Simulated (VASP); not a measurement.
## A VASP 6.6.1 single-point calculation on HgTe

INCAR

```
ENCUT = 520
SIGMA = 0.02
EDIFF = 1E-7
NELECT = 18.02
IVDW = 11
NELM = 98
NSW = 0
LREAL = .FALSE.
GGA = PE
IBRION = -1
LASPH = .TRUE.
NBANDS = 13
ISIF = 2
ISMEAR = -1
LCHARG = .FALSE.
PREC = Accurate
LWAVE = .FALSE.
```

KPOINTS

```
KPOINTS created by Atomic Simulation Environment
0
Gamma
6 6 6
0 0 0
```

POSCAR

```
Hg Te
 1.0000000000000000
     0.0000000000000000    3.3056036763000001    3.3056036763000001
     3.3056036763000001    0.0000000000000000    3.3056036763000001
     3.3056036763000001    3.3056036763000001    0.0000000000000000
 Hg  Te
   1   1
Cartesian
  0.0000000000000000  0.0000000000000000  0.0000000000000000
  1.6528018381500000  1.6528018381500000  1.6528018381500000
```

The recommended PBE PAW datasets give the neutral cell 18 valence electrons.

Command

```
mpirun -np 1 vasp_std
```

OSZICAR

```
N       E                     dE             d eps       ncg     rms          rms(c)
DAV:   1     0.109736919872E+03    0.10974E+03   -0.81029E+03   416   0.119E+03
DAV:   2     0.889476854923E+00   -0.10885E+03   -0.10337E+03   461   0.267E+02
DAV:   3    -0.373886010694E+01   -0.46283E+01   -0.46023E+01   496   0.566E+01
DAV:   4    -0.378758323242E+01   -0.48723E-01   -0.48718E-01   561   0.547E+00
DAV:   5    -0.378782135308E+01   -0.23812E-03   -0.23812E-03   516   0.322E-01    0.667E+00
DAV:   6    -0.358863428218E+01    0.19919E+00   -0.48469E-01   471   0.984E+00    0.541E+00
DAV:   7    -0.358268180799E+01    0.59525E-02   -0.10289E-01   471   0.248E+00    0.209E+00
DAV:   8    -0.358214152562E+01    0.54028E-03   -0.10168E-02   431   0.135E+00    0.555E-01
DAV:   9    -0.358218566474E+01   -0.44139E-04   -0.87133E-04   481   0.368E-01    0.112E-01
DAV:  10    -0.358222148392E+01   -0.35819E-04   -0.99696E-05   467   0.102E-01    0.509E-02
DAV:  11    -0.358223882319E+01   -0.17339E-04   -0.38978E-05   451   0.514E-02    0.294E-02
DAV:  12    -0.358223742149E+01    0.14017E-05   -0.46687E-06   501   0.193E-02    0.163E-02
DAV:  13    -0.358223739633E+01    0.25158E-07   -0.40440E-07   461   0.463E-03
   1 F= -.41372564E+01 E0= -.41369260E+01  d E =-.660814E-03
```

Standard output (part)

```
POSCAR found type information on POSCAR HgTe
 POSCAR found :  2 types and       2 ions
 LDA part: xc-table for (Slater+PW92), standard interpolation
 POSCAR, INCAR and KPOINTS ok, starting setup
 WAVECAR not read
 entering main loop
 the old and the new charge density differ
    0.667E+00
```

From OUTCAR

```
k-points           NKPTS =     16   k-points in BZ     NKDIM =     16   number of bands    NBANDS=     13

   NELECT =      18.0200    total number of electrons

   dimension x,y,z NGX =    36 NGY =   36 NGZ =   36
   dimension x,y,z NGXF=    72 NGYF=   72 NGZF=   72

  energy-cutoff  :      520.00
  volume of cell :       72.24
      direct lattice vectors                 reciprocal lattice vectors
     0.000000000  3.305603676  3.305603676    -0.151258302  0.151258302  0.151258302
     3.305603676  0.000000000  3.305603676     0.151258302 -0.151258302  0.151258302
     3.305603676  3.305603676  0.000000000     0.151258302  0.151258302 -0.151258302

 k-points in reciprocal lattice and weights: KPOINTS created by Atomic Simulation Env
   0.00000000  0.00000000  0.00000000       0.005
   0.16666667  0.00000000  0.00000000       0.037
   0.33333333  0.00000000  0.00000000       0.037
   0.50000000  0.00000000  0.00000000       0.019
   0.16666667  0.16666667  0.00000000       0.028
   0.33333333  0.16666667  0.00000000       0.111
   0.50000000  0.16666667  0.00000000       0.111
  -0.33333333  0.16666667  0.00000000       0.111
   ...

 E-fermi :   3.0824

 k-point     1 :       0.0000    0.0000    0.0000
  band No.  band energies     occupation
      1      -9.1088      2.00000
      2      -4.5697      2.00000
      3      -4.5697      2.00000
      4      -4.5697      2.00000
      5      -4.1189      2.00000
      6      -4.1189      2.00000
      7       1.5259      2.00000
      8       2.4165      2.00000
      9       2.4165      2.00000
     10       2.4165      2.00000
     11       6.7510      0.00000
     12       6.7510      0.00000
     13       6.7510      0.00000

 k-point     2 :       0.1667    0.0000    0.0000
  band No.  band energies     occupation
      1      -8.9935      2.00000
      2      -4.5388      2.00000
      3      -4.5388      2.00000
      4      -4.5124      2.00000
      5      -4.1209      2.00000
      6      -4.1209      2.00000
      7       0.1092      2.00000
      8       2.1669      2.00000
      9       2.1669      2.00000
     10       3.1448      0.08442
     11       6.7412      0.00000
     12       7.0891      0.00000
     13       7.0891      0.00000

 k-point     3 :       0.3333    0.0000    0.0000
  band No.  band energies     occupation
      1      -8.7475      2.00000
      2      -4.4850      2.00000
      3      -4.4850      2.00000
      4      -4.2452      2.00000
      5      -4.1131      2.00000
      6      -4.1131      2.00000
      7      -1.6555      2.00000
      8       1.7433      2.00000
      9       1.7433      2.00000
     10       3.1973      0.00637
     11       7.4632      0.00000
     12       7.4632      0.00000
     13       8.1243      0.00000

 k-point     4 :       0.5000    0.0000    0.0000
  band No.  band energies     occupation
      1      -8.6163      2.00000
      2      -4.4639      2.00000
      3      -4.4639      2.00000
      4      -4.1011      2.00000
      5      -4.1011      2.00000
      6      -3.8556      2.00000
      7      -2.6505      2.00000
      8       1.5556      2.00000
      9       1.5556      2.00000
     10       3.1102      0.39841
     11       7.4992      0.00000
     12       7.4992      0.00000
     13       9.2316      0.00000

 ...

  Total      -0.24382    -0.24382    -0.24382     0.00000    -0.00000     0.00000
  in kB      -5.40747    -5.40747    -5.40747     0.00000    -0.00000     0.00000
  external pressure =       -5.41 kB  Pullay stress =        0.00 kB

 POSITION                                       TOTAL-FORCE (eV/Angst)
 -----------------------------------------------------------------------------------
      0.00000      0.00000      0.00000         0.000000      0.000000      0.000000
      1.65280      1.65280      1.65280        -0.000000     -0.000000     -0.000000
 -----------------------------------------------------------------------------------
    total drift:                               -0.000000     -0.000000     -0.000000

  FREE ENERGIE OF THE ION-ELECTRON SYSTEM (eV)
  ---------------------------------------------------
  free  energy   TOTEN  =        -4.1372563738 eV

  energy  without entropy=       -4.1365955599  energy(sigma->0) =       -4.13692597
```

It converged. Results: pressure -0.5 GPa.

The cell is charged and sits in a uniform background.

For comparison, a separate PBE run of the intended cell, on usual settings and not on those above, gives a gap of 0.00 eV on its mesh and a pressure of 0.7 GPa.

The run above took about 17 s on one core of a shared host (Intel Xeon Platinum 8488C) and held 0.21 GiB at most.
